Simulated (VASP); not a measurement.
Crystal: Sn.

```
CELL_PARAMETERS angstrom
2.75754 0.00000 0.00000
-1.37877 2.38810 0.00000
0.00000 0.00000 4.39142
ATOMIC_POSITIONS crystal
Sn 0.33333 0.66667 0.25000
Sn 0.66667 0.33333 0.75000
```

The cell was built by a generator and needn't be a form met in nature.

```yaml
Program: VASP 6.6.1
Task: relaxation of cell and atoms
Functional: r2SCAN
Potentials_or_basis: VASP PAW PBE potentials, release 64 (Sn_d)
Cutoff: 600 eV
k_mesh: 15 × 15 × 8
Occupations: methfessel-paxton, width 0.1 eV
Spin: no spin polarisation
```

At the start: pressure 146.3 GPa; volume 14.46 Å³/atom.

Where does the relaxation end?

Over 11 steps the energy falls by 3136.3 meV/atom and the volume is 27.00 Å³/atom (+86.8 %); space group P6_3/mmc (No. 194, to 0.05 Å).

The path:
```tsv
step	energy change (eV)	largest force (eV/Å)	pressure (GPa)	volume (Å³)
1	0.0000	0.0000	146.30	28.92
2	-2.9630	0.0000	-8.16	126.83
3	-6.1762	0.0000	-4.20	59.53
4	-6.2226	0.0000	-2.88	57.43
5	-6.2547	0.0000	0.28	53.66
6	-6.2547	0.0000	-0.30	54.27
7	-6.2677	0.0000	-0.29	54.25
8	-6.2724	0.0000	-0.20	54.21
9	-6.2725	0.0000	-0.19	54.20
10	-6.2726	0.0000	0.08	53.93
11	-6.2726	0.0000	-0.02	54.01
```

Final structure:
```
Sn
1.0
     3.32671    0.00000    0.00000
    -1.66335    2.88101    0.00000
     0.00000    0.00000    5.63495
Sn
2
Direct
  0.33333 0.66667 0.25000
  0.66667 0.33333 0.75000
```

Caveat: the volume moved by over 15 % at a fixed basis, so the end points are rough; the PAW data sets were made with another functional, which shifts forces and pressure a little.
